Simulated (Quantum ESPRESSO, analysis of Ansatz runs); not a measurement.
# A hop of O in HfO2 (P2_1/c), charge +2 (Quantum ESPRESSO)

How high is the barrier when O changes place in HfO2 (P2_1/c)? The case: V_O hop (2.5 Å), charge +2, in a cell of 48 host atoms with 1 O taken out.

Calculated with Quantum ESPRESSO 7.5; Quantum ESPRESSO plane-wave DFT, PBEsol, GBRV 1.5 PBEsol potentials; nudged elastic band between two relaxed defect structures at fixed charge in a uniform background.

### 1. Starting point

The cell holds 47 atoms: 16 Hf and 31 O. Cell: a = 9.411 Å, b = 8.427 Å, c = 9.411 Å, α = 110.9°, β = 113.5°, γ = 108.4°. It derives from HfO2 (space group P2_1/c). Nearest the centre at fractional (0.641, 0.628, 0.701): O31 at 1.27 Å, Hf8 at 1.69 Å, Hf10 at 1.71 Å, O22 at 2.56 Å, O20 at 2.65 Å, Hf3 at 2.66 Å, O38 at 2.69 Å, O24 at 2.82 Å. The cell carries charge +2.

The cell's shortest repeat is 8.4 Å.

### 2. Relaxation of the start point, charge +2

The ends come first: from an unrelaxed start the top is counted from too high an energy, and the barrier comes out too low. Small random displacements break the symmetry of the ideal sites, so that the defect can distort if it gains by it. The charge of +2 is set by the electron count, and a uniform background keeps the cell neutral.

The input, pw.in:

```
&CONTROL
  calculation = 'relax'
  prefix = 'pwscf'
  outdir = './tmp'
  pseudo_dir = './pseudo'
  tprnfor = .true.
  disk_io = 'low'
  nstep = 70
  forc_conv_thr = 0.0012
  etot_conv_thr = 0.0001
/
&SYSTEM
  ibrav = 0
  nat = 47
  ntyp = 2
  ecutwfc = 36
  ecutrho = 288
  nbnd = 192
  occupations = 'fixed'
  tot_charge = 2
  nosym = .true.
/
&ELECTRONS
  conv_thr = 5d-08
  electron_maxstep = 100
  mixing_beta = 0.5
/
&IONS
  ion_dynamics = 'bfgs'
/
ATOMIC_SPECIES
Hf   178.4900 hf_pbesol_v1.uspp.F.UPF
O     15.9990 o_pbesol_v1.2.uspp.F.UPF
CELL_PARAMETERS angstrom
  -5.9416700219    5.1632183080    5.1583953540
   4.2040263251   -5.1632183080    5.1655566081
   5.9416700219    5.1632183080   -5.1583953540
ATOMIC_POSITIONS crystal
Hf     0.0826846387    0.4926019833    0.8675515790
Hf     0.0826846387    0.9926019833    0.3675515790
Hf     0.5844084282    0.4915541547    0.3702292635
Hf     0.5855223344    0.9918887040    0.8672820142
Hf     0.3749495956    0.2573980167    0.8400826553
Hf     0.3749495956    0.7573980167    0.3400826553
Hf     0.8749495956    0.2573980167    0.3400826553
Hf     0.8727530569    0.7575715318    0.8368622624
Hf     0.4173153613    0.0073980167    0.1324484210
Hf     0.4176581380    0.5052157119    0.6294133870
Hf     0.9150641302    0.0032176899    0.6290412458
Hf     0.9173153613    0.5073980167    0.1324484210
Hf     0.1250504044    0.2426019833    0.1599173447
Hf     0.1250504044    0.7426019833    0.6599173447
Hf     0.6273286955    0.2431507350    0.6584294075
Hf     0.6250504044    0.7426019833    0.1599173447
O      0.3651648285    0.2144150034    0.5958071646
O      0.3615726824    0.7141022888    0.0938855746
O      0.8615726824    0.2141022888    0.0938855746
O      0.8628575047    0.7139120091    0.5972595581
O      0.3797832858    0.0358977112    0.8974703936
O      0.3780980652    0.5327712991    0.3935088151
O      0.8797832858    0.0358977112    0.3974703936
O      0.8780389939    0.5318234312    0.8968180592
O      0.1409367707    0.2880637681    0.4053501790
O      0.1360402806    0.7868211000    0.9071814300
O      0.6384273176    0.2858977112    0.9061144254
O      0.6398293830    0.7831765220    0.4062524982
O      0.1202167142    0.4641022888    0.1025296064
O      0.1202167142    0.9641022888    0.6025296064
O      0.6214887563    0.4624654880    0.6047972759
O      0.6216108219    0.9683364028    0.1053435347
O      0.3375320021    0.2008740207    0.2057614505
O      0.3377849421    0.7012726569    0.7041840563
O      0.8393410070    0.2053133674    0.7074563250
O      0.8393410070    0.7053133674    0.2074563250
O      0.5021429576    0.0446866326    0.3840276395
O      0.4993543562    0.5457787575    0.8827297415
O      1.0000183885    0.0455963746    0.8814233496
O      1.0021429576    0.5446866326    0.3840276395
O      0.1606589930    0.2946866326    0.7925436750
O      0.1606589930    0.7946866326    0.2925436750
O      0.6597530557    0.2904402322    0.2909110184
O     -0.0021429576    0.4553133674    0.6159723605
O     -0.0025639609    0.9576501063    0.1142311242
O      0.4978570424    0.4553133674    0.1159723605
O      0.4981002126    0.9575238890    0.6141052068
K_POINTS gamma
```

Command:

```
OMP_NUM_THREADS=1 mpirun -n 4 pw.x -in pw.in > pw.out
```

What it wrote:

```text
[shortened: banners, details of potentials and solvers, and blank lines are left out]
     gamma-point specific algorithms are used
     one sub-group per band group will be used
     scalapack distributed-memory algorithm (size of sub-group:  2*  2 procs)
     bravais-lattice index     =            0
     lattice parameter (alat)  =      17.7847  a.u.
     unit-cell volume          =    3650.0307 (a.u.)^3
     number of atoms/cell      =           47
     number of atomic types    =            2
     number of electrons       =       376.00
     number of Kohn-Sham states=          192
     kinetic-energy cutoff     =      36.0000  Ry
     charge density cutoff     =     288.0000  Ry
     scf convergence threshold =      5.0E-08
     mixing beta               =       0.5000
     number of iterations used =            8  plain     mixing
     energy convergence thresh.=      1.0E-04
     force convergence thresh. =      1.2E-03
     Exchange-correlation= SLA  PW   PSX  PSC
                           (   1   4  10   8   0   0   0)
     nstep                     =           70
     crystal axes: (cart. coord. in units of alat)
               a(1) = (  -0.631338   0.548623   0.548110 )
               a(2) = (   0.446703  -0.548623   0.548871 )
               a(3) = (   0.631338   0.548623  -0.548110 )
     PseudoPot. # 1 for Hf read from file:
     hf_pbesol_v1.uspp.F.UPF
     Pseudo is Ultrasoft + core correction, Zval = 12.0
[...]
PseudoPot. # 2 for O  read from file:
     o_pbesol_v1.2.uspp.F.UPF
     Pseudo is Ultrasoft + core correction, Zval =  6.0
[...]
atomic species   valence    mass     pseudopotential
     Hf               12.00   178.49000     Hf( 1.00)
     O                 6.00    15.99900     O ( 1.00)
     No symmetry found
     site n.     atom                  positions (alat units)
         1        Hf     tau(   1) = (   0.7155632   0.2510686  -0.1598186  )
         2        Hf     tau(   2) = (   0.6232457  -0.2975543   0.3886723  )
         3        Hf     tau(   3) = (   0.0843593   0.2540582   0.3871939  )
         4        Hf     tau(   4) = (   0.6209653   0.2528689   0.3899839  )
         5        Hf     tau(   5) = (   0.4086367   0.5253801  -0.1136659  )
         6        Hf     tau(   6) = (   0.3163192  -0.0232428   0.4348250  )
         7        Hf     tau(   7) = (  -0.2227014   0.5253801   0.4344446  )
         8        Hf     tau(   8) = (   0.3157503   0.5223131   0.4354815  )
[...]
number of k points=     1
                       cart. coord. in units 2pi/alat
        k(    1) = (   0.0000000   0.0000000   0.0000000), wk =   2.0000000
     Dense  grid:   150556 G-vectors     FFT dimensions: ( 100,  90, 100)
     Smooth grid:    53237 G-vectors     FFT dimensions: (  72,  64,  72)
     Check: negative core charge=   -0.000005
     starting charge     345.9999, renormalised to     376.0000
     Self-consistent Calculation
     iteration #  1     ecut=    36.00 Ry     beta= 0.50
     total energy              =   -3542.60463760 Ry
     estimated scf accuracy    <      15.61070996 Ry
     iteration #  2     ecut=    36.00 Ry     beta= 0.50
     total energy              =   -3544.16852557 Ry
     estimated scf accuracy    <       4.06571301 Ry
     iteration #  3     ecut=    36.00 Ry     beta= 0.50
     total energy              =   -3544.93794575 Ry
     estimated scf accuracy    <       1.38262549 Ry
[...]
estimated scf accuracy    <       0.00002834 Ry
[... 226 further cycles ...]
     iteration #  5     ecut=    36.00 Ry     beta= 0.50
     total energy              =   -3545.36871914 Ry
     estimated scf accuracy    <       0.00000002 Ry
     iteration #  6     ecut=    36.00 Ry     beta= 0.50
     total energy              =   -3545.36871914 Ry
     estimated scf accuracy    <          2.7E-09 Ry
     iteration #  7     ecut=    36.00 Ry     beta= 0.50
     End of self-consistent calculation
          k = 0.0000 0.0000 0.0000 (  6643 PWs)   bands (ev):
   -49.4758 -49.4222 -49.3991 -49.3948 -49.3776 -49.3544 -49.3072 -49.2828
   -49.2420 -49.2407 -49.2055 -49.1957 -49.1917 -49.1876 -49.1806 -49.1570
   -18.5636 -18.5343 -18.4955 -18.4665 -18.4285 -18.4211 -18.3646 -18.3576
   -18.3468 -18.3258 -18.3096 -18.2882 -18.2587 -18.2503 -18.2370 -18.2315
   -18.2240 -18.2089 -18.1819 -18.1764 -18.1659 -18.1625 -18.1189 -18.1082
   -18.0883 -18.0701 -18.0609 -18.0545 -18.0356 -18.0254 -18.0071 -18.0023
   -17.9887 -17.9743 -17.9536 -17.9419 -17.9316 -17.9106 -17.9090 -17.8934
   -17.8813 -17.8749 -17.8665 -17.8638 -17.8411 -17.8206 -17.8082 -17.7811
[...]
highest occupied, lowest unoccupied level (ev):    10.8515   14.5710
!    total energy              =   -3545.36871915 Ry
     estimated scf accuracy    <          4.4E-10 Ry
     The total energy is the sum of the following terms:
     one-electron contribution =    -575.56743157 Ry
     hartree contribution      =     503.45456241 Ry
     xc contribution           =   -1429.88366604 Ry
     ewald contribution        =   -2043.37218394 Ry
     convergence has been achieved in   7 iterations
     Forces acting on atoms (cartesian axes, Ry/au):
     atom    1 type  1   force =     0.00013181   -0.00001704    0.00035933
     atom    2 type  1   force =    -0.00010790   -0.00005793    0.00010536
     atom    3 type  1   force =    -0.00003401    0.00009454    0.00024110
     atom    4 type  1   force =    -0.00009925    0.00003312   -0.00004777
     atom    5 type  1   force =     0.00009801   -0.00037379    0.00010671
     atom    6 type  1   force =    -0.00004913    0.00000200   -0.00015255
     atom    7 type  1   force =     0.00005041   -0.00018686   -0.00048523
     atom    8 type  1   force =     0.00029086    0.00000829   -0.00009692
[...]
Total force =     0.003804     Total SCF correction =     0.000076
     Energy error            =      3.3E-05 Ry
     Gradient error          =      1.3E-03 Ry/Bohr
     number of scf cycles    =  28
     number of bfgs steps    =  27
     energy             old  =   -3545.3686858318 Ry
     energy             new  =   -3545.3687191452 Ry
     CASE: energy            _new < energy            _old
     new trust radius        =       0.0061583472 bohr
     new conv_thr            =       0.0000000005 Ry
ATOMIC_POSITIONS (crystal)
Hf               0.0871350531        0.4862088527        0.8676570012
Hf               0.0777557441        0.9845193297        0.3623372306
Hf               0.5800379093        0.4933395591        0.3657378397
Hf               0.5817964344        1.0176267730        0.8792295345
Hf               0.3741321776        0.2621299277        0.8392233535
Hf               0.3762589095        0.7576363668        0.3433382525
Hf               0.8748010506        0.2576141343        0.3441091329
Hf               0.8987735815        0.7529894177        0.8425306979
[...]
Check: negative core charge=   -0.000005
     Self-consistent Calculation
     iteration #  1     ecut=    36.00 Ry     beta= 0.50
     total energy              =   -3545.36873662 Ry
     estimated scf accuracy    <       0.00002372 Ry
     iteration #  2     ecut=    36.00 Ry     beta= 0.50
     total energy              =   -3545.36873948 Ry
     estimated scf accuracy    <       0.00000299 Ry
     iteration #  3     ecut=    36.00 Ry     beta= 0.50
     total energy              =   -3545.36874003 Ry
     estimated scf accuracy    <       0.00000048 Ry
[...]
estimated scf accuracy    <       0.00000004 Ry
     iteration #  5     ecut=    36.00 Ry     beta= 0.50
     total energy              =   -3545.36874011 Ry
     estimated scf accuracy    <          9.8E-09 Ry
     iteration #  6     ecut=    36.00 Ry     beta= 0.50
     total energy              =   -3545.36874012 Ry
     estimated scf accuracy    <          1.9E-09 Ry
     iteration #  7     ecut=    36.00 Ry     beta= 0.50
     End of self-consistent calculation
          k = 0.0000 0.0000 0.0000 (  6643 PWs)   bands (ev):
   -49.4779 -49.4217 -49.3996 -49.3959 -49.3783 -49.3556 -49.3064 -49.2827
   -49.2404 -49.2403 -49.2056 -49.1949 -49.1903 -49.1863 -49.1793 -49.1567
   -18.5639 -18.5345 -18.4961 -18.4669 -18.4287 -18.4217 -18.3648 -18.3577
   -18.3468 -18.3259 -18.3097 -18.2882 -18.2585 -18.2502 -18.2369 -18.2314
   -18.2238 -18.2088 -18.1821 -18.1764 -18.1659 -18.1623 -18.1187 -18.1079
   -18.0885 -18.0697 -18.0610 -18.0544 -18.0354 -18.0249 -18.0066 -18.0018
   -17.9883 -17.9738 -17.9535 -17.9416 -17.9311 -17.9098 -17.9085 -17.8929
   -17.8807 -17.8747 -17.8659 -17.8634 -17.8409 -17.8201 -17.8075 -17.7805
[...]
highest occupied, lowest unoccupied level (ev):    10.8518   14.5709
!    total energy              =   -3545.36874012 Ry
     estimated scf accuracy    <          2.2E-10 Ry
     The total energy is the sum of the following terms:
     one-electron contribution =    -575.58224921 Ry
     hartree contribution      =     503.46323164 Ry
     xc contribution           =   -1429.88379883 Ry
     ewald contribution        =   -2043.36592372 Ry
     convergence has been achieved in   7 iterations
     Forces acting on atoms (cartesian axes, Ry/au):
     atom    1 type  1   force =     0.00005483   -0.00002662    0.00024266
     atom    2 type  1   force =    -0.00007756    0.00001375   -0.00008224
     atom    3 type  1   force =    -0.00012659    0.00016374    0.00013668
     atom    4 type  1   force =     0.00001396    0.00005701    0.00009235
     atom    5 type  1   force =    -0.00020246   -0.00003814   -0.00020317
     atom    6 type  1   force =     0.00009879    0.00007602   -0.00010348
     atom    7 type  1   force =    -0.00006108   -0.00011129   -0.00030702
     atom    8 type  1   force =     0.00005343   -0.00003060   -0.00007536
[...]
Total force =     0.002903     Total SCF correction =     0.000051
     Energy error            =      2.1E-05 Ry
     Gradient error          =      1.1E-03 Ry/Bohr
     bfgs converged in  29 scf cycles and  28 bfgs steps
     (criteria: energy <  1.0E-04 Ry, force <  1.2E-03 Ry/Bohr)
     End of BFGS Geometry Optimization
     Final energy             =   -3545.3687401166 Ry
Begin final coordinates
ATOMIC_POSITIONS (crystal)
Hf               0.0871350531        0.4862088527        0.8676570012
Hf               0.0777557441        0.9845193297        0.3623372306
Hf               0.5800379093        0.4933395591        0.3657378397
Hf               0.5817964344        1.0176267730        0.8792295345
Hf               0.3741321776        0.2621299277        0.8392233535
Hf               0.3762589095        0.7576363668        0.3433382525
Hf               0.8748010506        0.2576141343        0.3441091329
Hf               0.8987735815        0.7529894177        0.8425306979
[...]
End final coordinates
   JOB DONE.
```

Run time: 11 min. Hardware: 4 MPI ranks of Arm Neoverse V1, shared host; peak memory 1.4 GiB.

The steps of the relaxation (22 of 29):

```tsv
step	energy less that of the first step (eV)
0	0.0000
1	-1.7422
3	-2.4967
4	-2.6388
5	-2.7602
7	-2.8585
8	-2.8973
9	-2.9185
11	-2.9546
12	-2.9719
13	-2.9856
15	-3.0091
16	-3.0211
17	-3.0325
19	-3.0484
20	-3.0525
21	-3.0553
23	-3.0592
24	-3.0605
25	-3.0614
27	-3.0625
28	-3.0627
```

The atoms that moved most (Å):

```tsv
atom	dx	dy	dz	length
O39	0.142	-0.293	-0.368	0.491
O31	0.340	-0.078	0.115	0.367
O44	-0.158	0.246	0.200	0.354
O41	0.111	0.213	-0.202	0.314
O34	-0.077	0.021	0.259	0.271
Hf8	-0.140	0.187	0.081	0.248
O43	0.161	0.157	-0.103	0.247
O35	-0.129	-0.157	0.136	0.244
```

Neighbours of O31 at the end:

```tsv
atom	distance (Å)
Hf10	2.070
Hf8	2.116
Hf3	2.321
Hf15	2.359
O24	2.599
O22	2.623
O20	2.643
O17	2.695
```

This step gave:

```yaml
highest_filled_level: 10.85 eV
lowest_empty_level: 14.57 eV
r_m_s_move_of_the_farther_half_of_the_atoms: 0.1330 Å
largest_move_from_the_ideal_geometry_of_this_structure_a_common_shift_of_the_far_atoms_taken_out: 0.5236 Å
```

The relaxation gained 3.063 eV and ended with a largest force component of 0.028 eV/Å.

(Continued in part 2 of 3.)

[Logs are printed without paths, hosts, clocks, repeated set-up lines and the standing remarks that a program may print on its own settings, such as how far it seeks lower states.]

[Hosts, paths, dates, database ids (printed as entryN), source tags and the programs' standing remarks are cut or masked in the printed files.]
